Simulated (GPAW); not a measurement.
The system is As.

```
CELL_PARAMETERS angstrom
1.88080 1.08588 3.51406
-1.88080 1.08588 3.51406
0.00000 -2.17176 3.51406
ATOMIC_POSITIONS crystal
As 0.22600 0.22600 0.22600
As 0.77400 0.77400 0.77400
```

Base run:

* Program: GPAW 26.7.0
* Functional: PBE
* Potentials or basis: GPAW PAW data sets (gpaw-data 1.2.1)
* Cutoff: 450 eV
* Basis: pw
* k mesh: 7 × 7 × 7
* Occupations: fermi-dirac, width 0.05 eV
* Spin: no spin polarisation

Its results: band gap on the k mesh none (metal or under the smearing width); pressure 3.8 GPa; largest force 0.444 eV/Å.

Problem. The run is repeated on the same cell with these changes: functional from PBE to r2SCAN. What comes out?

Solution. Band gap on the k mesh 0.01 eV, indirect (least direct gap 0.71 eV); pressure 1.8 GPa; largest force 0.136 eV/Å.

Caveats: the cutoff is short for stress and forces, so pressures can be off by a GPa or more; the PAW data sets were made with another functional, which shifts forces and pressure a little (some runs); an odd mesh through Γ misses points on the zone boundary, where band edges often lie (some runs).
